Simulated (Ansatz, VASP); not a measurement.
Sb in VASP and in Ansatz

```xyz
4
Lattice="-4.0090 4.0090 2.0183 4.0090 -4.0090 2.0183 4.0090 4.0090 -2.0183" Properties=species:S:1:pos:R:3 pbc="T T T"
Sb    1.2077    2.8013    0.0000
Sb   -1.2077    2.8013    2.0183
Sb    2.8013    1.2077    2.0183
Sb    5.2167    1.2077    0.0000
```

Alike in both runs: functional PBEsol; k mesh 12 × 12 × 12; occupations gaussian, width 0.1 eV; no spin polarisation.

Ansatz relaxed the structure, and its values are those at the end. VASP's run is a single point on that final structure, the one shown.

|  | VASP | Ansatz |
| --- | --- | --- |
| version | VASP 6.6.1 | Ansatz 0.2.0 |
| potentials or method | VASP PAW PBE potentials, release 64 (Sb) | scalar-relativistic, plane waves, PAW |
| plane-wave cutoff (eV) | 520 | 420 |
| valence electrons in the cell | 20 | 60 |

|  | VASP | Ansatz | Ansatz less VASP |
| --- | --- | --- | --- |
| gap on the k mesh at the Fermi level (eV) | none | none | - |
| pressure (GPa) | 0.1 | 0.0 | -0.07 |
| rms of the force components (eV/Å) | 0.007 | 0.003 | -0.0039 |

A gap of «none» marks a metal or a gap that the smearing closes. The two sets of potentials don't hold the same shells in valence.

Caveats: the PAW data sets were made with another functional, which shifts forces and pressure a little (VASP). The runs have no spin-orbit coupling, so splittings on Sb are missing.
